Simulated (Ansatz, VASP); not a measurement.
BeSe: VASP beside Ansatz

```xyz
2
Lattice="0.0000 2.5350 2.5350 2.5350 0.0000 2.5350 2.5350 2.5350 0.0000" Properties=species:S:1:pos:R:3 pbc="T T T"
Be    0.0000    0.0000    0.0000
Se    3.8025    3.8025    3.8025
```

Alike in both runs: task electric field gradients; functional r2SCAN; k mesh 10 × 10 × 10; occupations fermi-dirac, width 0.03 eV; no spin polarisation.

```csv
,VASP,Ansatz
version,VASP 6.6.1,Ansatz 0.2.0
potentials or method,"VASP PAW PBE potentials, release 64 (Be, Se)","PAW with Ansatz's default frozen-core files, scalar-relativistic"
plane-wave cutoff (eV),520,500
valence electrons in the cell,8,18
```

|  | VASP | Ansatz | Ansatz less VASP |
| --- | --- | --- | --- |
| gap on the k mesh at the Fermi level (eV) | 3.00 | 3.01 | +0.004 |
| pressure (GPa) | 5.1 | 4.8 | -0.34 |
| Vzz of the field gradient on the site that differs most (V/Å²) | 0.0 | 0.0 | 0.00 |

The functional is the same, so the differences come from potentials, cutoffs and numerics. The two sets of potentials don't hold the same shells in valence.

Caveats: the PAW data sets were made with another functional, which shifts forces and pressure a little (VASP). r2SCAN opens gaps a little over a GGA but as a rule still falls short of measured ones. A k mesh can miss the band edges.
